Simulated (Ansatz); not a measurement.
**Preparing AlN (P6_3mc) as a host crystal**

Aim: the runs on the perfect crystal AlN (P6_3mc) that a defect calculation needs first.

Main program and level: Ansatz 0.2.0; plane-wave PAW DFT, PBEsol; relaxation of the host's cell and atoms; PAW set soft_1, in the first sound run; inputs show where later runs differ.

This is a report of a sequence of runs, with most program output left out.

**1. Set-up**

It takes space group P6_3mc (No. 186, hexagonal). Conventional cell: a = 3.129 Å, b = 3.129 Å, c = 5.017 Å, α = 90.00°, β = 90.00°, γ = 120.00°. Nearest to Al lie 4 N at 1.90 to 1.91 Å. N has 4 Al at 1.90 to 1.91 Å nearest. Farther neighbours and most contacts between anions are not listed.

**2. Host cell relaxation**

Cell and atoms are relaxed together, until forces and stress fall under their thresholds.

cell/input.yaml

```yaml
crystal:
  lattice:
    - [3.1285881, 0.0, 0.0]
    - [-1.5642941, 2.7094368, 0.0]
    - [0.0, 0.0, 5.016955]
  atoms:
    - { symbol: Al, position: [0.66666667, 0.33333333, 0.499287] }
    - { symbol: Al, position: [0.33333333, 0.66666667, 0.999287] }
    - { symbol: "N", position: [0.66666667, 0.33333333, 0.880713] }
    - { symbol: "N", position: [0.33333333, 0.66666667, 0.380713] }
basis:
  ecutwfc: 420
  xc_grid: 2
hamiltonian:
  xc: pbesol
  pseudopotentials: { kind: paw, azcp: { folder: soft_1 }, xc_functional: pbe }
kpoints:
  mp_grid: { grid: [10, 10, 6] }
scf:
  occupations: { method: fixed }
  max_iter: 100
relax:
  f_tol: 0.005
  max_steps: 60
  cell: {}
output:
  forces: true
  stress: true
checkpoint:
  write: "../cell.run"
  compress: false
  write_wavefunctions: false
  write_every: 100000
```

Launch:

```sh
> ansatz run input.yaml --threads 32 --pin off --max-ram 84787MiB --backend cuda --events-out ev --progress --plain --runs-dir out --max-vram 78GiB
```

Wall time 2.3 s (1 × NVIDIA GB200 with 32 threads of Arm Neoverse V2, shared host); peak memory 0.9 GiB; 7.2 s of CPU time.

The steps of the relaxation:

```tsv
step	energy less that of the first step (eV)	largest force component (eV/Å)	pressure (GPa)	volume (Å³)
1	0.0000	0.0060	-3.17	42.53
2	-0.0058	0.0063	-1.56	42.18
3	-0.0080	0.0024	0.04	41.84
4*	-0.0069	0.0024	-0.02	41.84
```

Relaxation steps marked * repeat the geometry before them on a plane-wave basis chosen anew for their cell, so energy and pressure can jump there.

The run keeps the 12 symmetry operations that it works with, so distortions that break them were not tested.

```tsv
conventional cell, symmetrised	before	after	change
a (Å)	3.129	3.114	-0.5 %
b (Å)	3.129	3.114	-0.5 %
c (Å)	5.017	4.984	-0.7 %
volume (Å³/atom)	10.63	10.46	-1.6 %
```

The relaxed structure:

```xyz
4
Lattice="3.1136 0.0000 0.0000 -1.5568 2.6965 0.0000 0.0000 0.0000 4.9837" Properties=species:S:1:pos:R:3 pbc="T T T"
Al    1.5568    0.8988    2.4870
Al    0.0000    1.7977    4.9788
N     1.5568    0.8988    4.3905
N     0.0000    1.7977    1.8986
```

This step gave:

| Property | Result |
| --- | --- |
| pressure | -0.01951 GPa |

The relaxation ends with a largest force component of 0.0024 eV/Å and a pressure of -0.02 GPa.

**3. Dielectric tensors of the host**

The response to a uniform electric field gives the electronic dielectric tensor.

This step: plane-wave PAW DFPT, PBEsol; dielectric tensors, Born charges and zone-centre modes of the host; PAW set soft_1 (Ansatz 0.2.0).

eps/input.yaml

```yaml
crystal:
  lattice:
    - [3.1136073585, 2.87e-08, 0.0]
    - [-1.5568037041, 2.6964630555, 0.0]
    - [0.0, 0.0, 4.9836767961]
  atoms:
    - { symbol: Al, position: [0.6666666667, 0.3333333333, 0.4990341637] }
    - { symbol: Al, position: [0.3333333333, 0.6666666667, 0.9990341637] }
    - { symbol: "N", position: [0.6666666667, 0.3333333333, 0.8809658363] }
    - { symbol: "N", position: [0.3333333333, 0.6666666667, 0.3809658363] }
basis:
  ecutwfc: 420
hamiltonian:
  xc: pbesol
  pseudopotentials: { kind: paw, azcp: { folder: soft_1 }, xc_functional: pbe }
kpoints:
  mp_grid: { grid: [9, 9, 5] }
scf:
  occupations: { method: fixed }
  max_iter: 100
phonons:
  method: dfpt
  dielectric: true
  rigid_motions: translations
```

Wall time 6.6 s (1 × NVIDIA GB200 with 32 threads); peak memory 1.2 GiB; 51 s of CPU time.

Electronic dielectric tensor:

```
4.50 0.00 0.00
0.00 4.50 0.00
0.00 0.00 4.73
```

Static dielectric tensor:

```
8.20 0.00 0.00
0.00 8.20 0.00
0.00 0.00 9.74
```

The principal values of the electronic dielectric tensor are 4.50, 4.50 and 4.73. The principal values of the static dielectric tensor are 8.20, 8.20 and 9.74.

**4. Defect free supercell relaxed in its symmetry**

This cell, the one that will hold the defects, is built from the relaxed host. Its coarser k-points can move the atoms a little, so it is relaxed from the symmetric sites, as the reference for the test of stability.

This step: plane-wave PAW DFT, PBEsol; relaxation of the defect-free supercell in its symmetry; PAW set soft_1 (Ansatz 0.2.0).

System of this step: AlN (P6_3mc). The cell holds 128 atoms: 64 Al and 64 N. Its edges and angles: a = 14.686 Å, b = 14.686 Å, c = 11.753 Å, α = 125.1°, β = 125.1°, γ = 94.5°.

pristine.symmetric/input.yaml

```yaml
crystal:
  lattice:
    - [-9.3408221251, 5.3929260535, 9.9673535922]
    - [9.3408221251, -5.3929260535, 9.9673535922]
    - [3.1136073087, 5.3929261684, -9.9673535922]
  atoms:
    - { symbol: Al, position: [0.2080918742, 0.0414252076, 0.0] }
    - { symbol: Al, position: [0.2080918742, 0.2914252076, 0.25] }
    - { symbol: Al, position: [0.4580918742, 0.0414252076, 0.25] }
    - { symbol: Al, position: [0.4580918742, 0.2914252076, 0.0] }
    - { symbol: Al, position: [0.1664252076, 0.0830918742, 0.25] }
    - { symbol: Al, position: [0.1664252076, 0.3330918742, 0.0] }
    - { symbol: Al, position: [0.4164252076, 0.0830918742, 0.0] }
    - { symbol: Al, position: [0.4164252076, 0.3330918742, 0.25] }
    - { symbol: "N", position: [0.0535747924, 0.1369081258, 0.25] }
    - { symbol: "N", position: [0.0535747924, 0.3869081258, 0.0] }
    - { symbol: "N", position: [0.3035747924, 0.1369081258, 0.0] }
    - { symbol: "N", position: [0.3035747924, 0.3869081258, 0.25] }
    - { symbol: "N", position: [0.0119081258, 0.1785747924, 0.0] }
    - { symbol: "N", position: [0.0119081258, 0.4285747924, 0.25] }
    - { symbol: "N", position: [0.2619081258, 0.1785747924, 0.25] }
    - { symbol: "N", position: [0.2619081258, 0.4285747924, 0.0] }
    - { symbol: Al, position: [0.2080918742, 0.0414252076, 0.5] }
    - { symbol: Al, position: [0.2080918742, 0.2914252076, 0.75] }
    - { symbol: Al, position: [0.4580918742, 0.0414252076, 0.75] }
    - { symbol: Al, position: [0.4580918742, 0.2914252076, 0.5] }
    - { symbol: Al, position: [0.1664252076, 0.0830918742, 0.75] }
    - { symbol: Al, position: [0.1664252076, 0.3330918742, 0.5] }
    - { symbol: Al, position: [0.4164252076, 0.0830918742, 0.5] }
    - { symbol: Al, position: [0.4164252076, 0.3330918742, 0.75] }
    - { symbol: "N", position: [0.0535747924, 0.1369081258, 0.75] }
    - { symbol: "N", position: [0.0535747924, 0.3869081258, 0.5] }
    - { symbol: "N", position: [0.3035747924, 0.1369081258, 0.5] }
    - { symbol: "N", position: [0.3035747924, 0.3869081258, 0.75] }
    - { symbol: "N", position: [0.0119081258, 0.1785747924, 0.5] }
    - { symbol: "N", position: [0.0119081258, 0.4285747924, 0.75] }
    - { symbol: "N", position: [0.2619081258, 0.1785747924, 0.75] }
    - { symbol: "N", position: [0.2619081258, 0.4285747924, 0.5] }
    - { symbol: Al, position: [0.2080918742, 0.5414252076, 0.0] }
    - { symbol: Al, position: [0.2080918742, 0.7914252076, 0.25] }
    - { symbol: Al, position: [0.4580918742, 0.5414252076, 0.25] }
    - { symbol: Al, position: [0.4580918742, 0.7914252076, 0.0] }
    - { symbol: Al, position: [0.1664252076, 0.5830918742, 0.25] }
    - { symbol: Al, position: [0.1664252076, 0.8330918742, 0.0] }
    - { symbol: Al, position: [0.4164252076, 0.5830918742, 0.0] }
    - { symbol: Al, position: [0.4164252076, 0.8330918742, 0.25] }
    - { symbol: "N", position: [0.0535747924, 0.6369081258, 0.25] }
    - { symbol: "N", position: [0.0535747924, 0.8869081258, 0.0] }
    - { symbol: "N", position: [0.3035747924, 0.6369081258, 0.0] }
    - { symbol: "N", position: [0.3035747924, 0.8869081258, 0.25] }
    - { symbol: "N", position: [0.0119081258, 0.6785747924, 0.0] }
    - { symbol: "N", position: [0.0119081258, 0.9285747924, 0.25] }
    - { symbol: "N", position: [0.2619081258, 0.6785747924, 0.25] }
    - { symbol: "N", position: [0.2619081258, 0.9285747924, 0.0] }
    - { symbol: Al, position: [0.2080918742, 0.5414252076, 0.5] }
    - { symbol: Al, position: [0.2080918742, 0.7914252076, 0.75] }
    - { symbol: Al, position: [0.4580918742, 0.5414252076, 0.75] }
    - { symbol: Al, position: [0.4580918742, 0.7914252076, 0.5] }
    - { symbol: Al, position: [0.1664252076, 0.5830918742, 0.75] }
    - { symbol: Al, position: [0.1664252076, 0.8330918742, 0.5] }
    - { symbol: Al, position: [0.4164252076, 0.5830918742, 0.5] }
    - { symbol: Al, position: [0.4164252076, 0.8330918742, 0.75] }
    - { symbol: "N", position: [0.0535747924, 0.6369081258, 0.75] }
    - { symbol: "N", position: [0.0535747924, 0.8869081258, 0.5] }
    - { symbol: "N", position: [0.3035747924, 0.6369081258, 0.5] }
    - { symbol: "N", position: [0.3035747924, 0.8869081258, 0.75] }
    - { symbol: "N", position: [0.0119081258, 0.6785747924, 0.5] }
    - { symbol: "N", position: [0.0119081258, 0.9285747924, 0.75] }
    - { symbol: "N", position: [0.2619081258, 0.6785747924, 0.75] }
    - { symbol: "N", position: [0.2619081258, 0.9285747924, 0.5] }
    - { symbol: Al, position: [0.7080918742, 0.0414252076, 0.0] }
    - { symbol: Al, position: [0.7080918742, 0.2914252076, 0.25] }
    - { symbol: Al, position: [0.9580918742, 0.0414252076, 0.25] }
    - { symbol: Al, position: [0.9580918742, 0.2914252076, 0.0] }
    - { symbol: Al, position: [0.6664252076, 0.0830918742, 0.25] }
    - { symbol: Al, position: [0.6664252076, 0.3330918742, 0.0] }
    - { symbol: Al, position: [0.9164252076, 0.0830918742, 0.0] }
    - { symbol: Al, position: [0.9164252076, 0.3330918742, 0.25] }
    - { symbol: "N", position: [0.5535747924, 0.1369081258, 0.25] }
    - { symbol: "N", position: [0.5535747924, 0.3869081258, 0.0] }
    - { symbol: "N", position: [0.8035747924, 0.1369081258, 0.0] }
    - { symbol: "N", position: [0.8035747924, 0.3869081258, 0.25] }
    - { symbol: "N", position: [0.5119081258, 0.1785747924, 0.0] }
    - { symbol: "N", position: [0.5119081258, 0.4285747924, 0.25] }
    - { symbol: "N", position: [0.7619081258, 0.1785747924, 0.25] }
    - { symbol: "N", position: [0.7619081258, 0.4285747924, 0.0] }
    - { symbol: Al, position: [0.7080918742, 0.0414252076, 0.5] }
    - { symbol: Al, position: [0.7080918742, 0.2914252076, 0.75] }
    - { symbol: Al, position: [0.9580918742, 0.0414252076, 0.75] }
    - { symbol: Al, position: [0.9580918742, 0.2914252076, 0.5] }
    - { symbol: Al, position: [0.6664252076, 0.0830918742, 0.75] }
    - { symbol: Al, position: [0.6664252076, 0.3330918742, 0.5] }
    - { symbol: Al, position: [0.9164252076, 0.0830918742, 0.5] }
    - { symbol: Al, position: [0.9164252076, 0.3330918742, 0.75] }
    - { symbol: "N", position: [0.5535747924, 0.1369081258, 0.75] }
    - { symbol: "N", position: [0.5535747924, 0.3869081258, 0.5] }
    - { symbol: "N", position: [0.8035747924, 0.1369081258, 0.5] }
    - { symbol: "N", position: [0.8035747924, 0.3869081258, 0.75] }
    - { symbol: "N", position: [0.5119081258, 0.1785747924, 0.5] }
    - { symbol: "N", position: [0.5119081258, 0.4285747924, 0.75] }
    - { symbol: "N", position: [0.7619081258, 0.1785747924, 0.75] }
    - { symbol: "N", position: [0.7619081258, 0.4285747924, 0.5] }
    - { symbol: Al, position: [0.7080918742, 0.5414252076, 0.0] }
    - { symbol: Al, position: [0.7080918742, 0.7914252076, 0.25] }
    - { symbol: Al, position: [0.9580918742, 0.5414252076, 0.25] }
    - { symbol: Al, position: [0.9580918742, 0.7914252076, 0.0] }
    - { symbol: Al, position: [0.6664252076, 0.5830918742, 0.25] }
    - { symbol: Al, position: [0.6664252076, 0.8330918742, 0.0] }
    - { symbol: Al, position: [0.9164252076, 0.5830918742, 0.0] }
    - { symbol: Al, position: [0.9164252076, 0.8330918742, 0.25] }
    - { symbol: "N", position: [0.5535747924, 0.6369081258, 0.25] }
    - { symbol: "N", position: [0.5535747924, 0.8869081258, 0.0] }
    - { symbol: "N", position: [0.8035747924, 0.6369081258, 0.0] }
    - { symbol: "N", position: [0.8035747924, 0.8869081258, 0.25] }
    - { symbol: "N", position: [0.5119081258, 0.6785747924, 0.0] }
    - { symbol: "N", position: [0.5119081258, 0.9285747924, 0.25] }
    - { symbol: "N", position: [0.7619081258, 0.6785747924, 0.25] }
    - { symbol: "N", position: [0.7619081258, 0.9285747924, 0.0] }
    - { symbol: Al, position: [0.7080918742, 0.5414252076, 0.5] }
    - { symbol: Al, position: [0.7080918742, 0.7914252076, 0.75] }
    - { symbol: Al, position: [0.9580918742, 0.5414252076, 0.75] }
    - { symbol: Al, position: [0.9580918742, 0.7914252076, 0.5] }
    - { symbol: Al, position: [0.6664252076, 0.5830918742, 0.75] }
    - { symbol: Al, position: [0.6664252076, 0.8330918742, 0.5] }
    - { symbol: Al, position: [0.9164252076, 0.5830918742, 0.5] }
    - { symbol: Al, position: [0.9164252076, 0.8330918742, 0.75] }
    - { symbol: "N", position: [0.5535747924, 0.6369081258, 0.75] }
    - { symbol: "N", position: [0.5535747924, 0.8869081258, 0.5] }
    - { symbol: "N", position: [0.8035747924, 0.6369081258, 0.5] }
    - { symbol: "N", position: [0.8035747924, 0.8869081258, 0.75] }
    - { symbol: "N", position: [0.5119081258, 0.6785747924, 0.5] }
    - { symbol: "N", position: [0.5119081258, 0.9285747924, 0.75] }
    - { symbol: "N", position: [0.7619081258, 0.6785747924, 0.75] }
    - { symbol: "N", position: [0.7619081258, 0.9285747924, 0.5] }
basis:
  ecutwfc: 420
  xc_grid: 2
hamiltonian:
  xc: pbesol
  pseudopotentials: { kind: paw, azcp: { folder: soft_1 }, xc_functional: pbe }
kpoints:
  mp_grid: { grid: [1, 1, 1] }
scf:
  occupations: { method: fermi_dirac, width: 0.01 }
  max_iter: 100
  lower_state_search: "off"
output:
  forces: true
relax:
  f_tol: 0.015
  max_steps: 60
  escape_saddle: false
checkpoint:
  write: "../pristine.symmetric.run"
  compress: false
  write_wavefunctions: false
  write_every: 100000
```

Run time: 2.2 s. Hardware: 1 × NVIDIA GB200 with 32 threads; peak memory 1.1 GiB.

Hardly anything moved in the relaxation; the energy changed by under 0.2 meV an atom.

**5. Defect free supercell relaxed from displaced atoms**

This step: plane-wave PAW DFT, PBEsol; relaxation of the defect-free supercell from random displacements, a test of the host's stability; PAW set soft_1 (Ansatz 0.2.0).

pristine.rattled/input.yaml, as its differences from pristine.symmetric/input.yaml of step 4:

```diff
@@ -150,6 +150,6 @@
   f_tol: 0.015
-  max_steps: 60
-  escape_saddle: false
+  max_steps: 120
+  random_displacement: { amplitude: 0.06, seed: 9158 }
 checkpoint:
-  write: "../pristine.symmetric.run"
+  write: "../pristine.rattled.run"
   compress: false
```

Elapsed: 5.5 s, on 1 × NVIDIA GB200 with 32 threads; peak memory 1.2 GiB.

Step by step:

```tsv
step	energy less that of the first step (eV)	largest force component (eV/Å)
1	0.0000	2.3874
2	-3.2838	1.2706
3	-4.7956	0.0175
4	-4.7956	0.0175
5	-4.7763	0.0653
6	-4.7960	0.0056
```

Relaxation step 5 was tried and not accepted.

The relaxation ends 37 meV an atom lower than the displaced start, with a largest force component of 0.0056 eV/Å.

**6. Host on a dense mesh**

This step: plane-wave PAW DFT, PBEsol; single point of the defect-free host, a test of the k-point sampling; PAW set soft_1 (Ansatz 0.2.0).

System of this step: AlN (P6_3mc). Symmetry: P6_3mc, No. 186, hexagonal system. The conventional cell has a = 3.114 Å, b = 3.114 Å, c = 4.984 Å, α = 90.00°, β = 90.00°, γ = 120.00°. Al has 4 N at 1.89 to 1.90 Å nearest. N has 4 Al at 1.89 to 1.90 Å nearest. Farther neighbours and most contacts between anions are not listed.

dense/input.yaml, as its differences from eps/input.yaml of step 3:

```diff
@@ -12,2 +12,3 @@
   ecutwfc: 420
+  xc_grid: 2
 hamiltonian:
@@ -16,9 +17,11 @@
 kpoints:
-  mp_grid: { grid: [9, 9, 5] }
+  mp_grid: { grid: [10, 10, 6] }
 scf:
-  occupations: { method: fixed }
+  occupations: { method: fermi_dirac, width: 0.01 }
   max_iter: 100
-phonons:
-  method: dfpt
-  dielectric: true
-  rigid_motions: translations
+  lower_state_search: "off"
+checkpoint:
+  write: "../dense.run"
+  compress: false
+  write_wavefunctions: false
+  write_every: 100000
```

Elapsed: 1.2 s, on 1 × NVIDIA GB200 with 32 threads; peak memory 0.88 GiB; 2.2 s of CPU time.

**7. Defect free supercell at the zone centre**

The supercell is run at the zone centre, to see how far that sampling misses the dense mesh.

System of this step: AlN (P6_3mc). The cell holds 128 atoms: 64 Al and 64 N. Its edges and angles: a = 14.686 Å, b = 14.686 Å, c = 11.753 Å, α = 125.1°, β = 125.1°, γ = 94.5°.

pristine.sampling_gamma/input.yaml, as its differences from pristine.rattled/input.yaml of step 5:

```diff
@@ -146,10 +146,4 @@
   lower_state_search: "off"
-output:
-  forces: true
-relax:
-  f_tol: 0.015
-  max_steps: 120
-  random_displacement: { amplitude: 0.06, seed: 9158 }
 checkpoint:
-  write: "../pristine.rattled.run"
+  write: "../pristine.sampling_gamma.run"
   compress: false
```

Wall time 1.4 s (1 × NVIDIA GB200 with 32 threads); peak memory 1.2 GiB; 3.4 s of CPU time.

**8. Summary of results**

| Item | Value |
| --- | --- |
| primitive cell vectors, lengths | 3.114, 3.114, 4.984 Å |
| electronic dielectric constant | principal values (4.50, 4.50, 4.73) |
| static dielectric constant | principal values (8.20, 8.20, 9.74) |
| gap on the k-mesh of the response run (PBEsol) | 4.10 eV |
| supercell relaxed in its symmetry less the displaced and relaxed one | 0.000 eV |
| energy an atom at the zone centre alone less that on the dense mesh | 0.008 eV |

What this shows: Step 5: The energy fell by 4.796 eV from the randomly displaced start; the atoms end within 0.005 Å of the sites as typed, once the mean shift is taken out. The displaced cell ends within 0.01 eV of the symmetric one relaxed in its symmetry, so no lower structure shows in this supercell. The k-mesh can miss the band edges, so this gap is an upper bound at this level. All at zero temperature.

[Logs are printed without paths, hosts, clocks, repeated set-up lines and the standing remarks that a program may print on its own settings, such as how far it seeks lower states.]

[Hosts, paths, dates, database ids (printed as entryN), source tags and the programs' standing remarks are cut or masked in the printed files.]

[Runs of the host that timed out are not shown.]

[For some hosts the program warned that the k-mesh of the response run may be too coarse for force constants and the static dielectric constant; such warnings are not always shown.]
